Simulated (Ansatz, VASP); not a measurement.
Two plane-wave programs on Ba

```
Ba
1.0
     4.62731    0.00000    0.00000
    -2.31366    4.00737    0.00000
     0.00000    0.00000    7.59136
Ba
2
Direct
  0.33333 0.66667 0.25000
  0.66667 0.33333 0.75000
```

Alike in both runs: task single point; functional revPBE; k mesh 9 × 9 × 5; occupations fermi-dirac, width 0.1 eV; no spin polarisation.

|  | VASP | Ansatz |
| --- | --- | --- |
| version | VASP 6.6.1 | Ansatz 0.2.0 |
| potentials or method | VASP PAW PBE potentials, release 64 (Ba_sv) | plane waves (420 eV) with PAW, scalar-relativistic |
| plane-wave cutoff (eV) | 520 | 420 |
| valence electrons in the cell | 20 | 20 |

```tsv
	VASP	Ansatz	Ansatz less VASP
pressure (GPa)	-0.2	-0.2	-0.03
```

With one functional, cell and mesh, what is left measures potentials, basis and numerics.

Caveats: the PAW data sets were made with another functional, which shifts forces and pressure a little (VASP). The runs have no spin-orbit coupling, so splittings on Ba are missing.
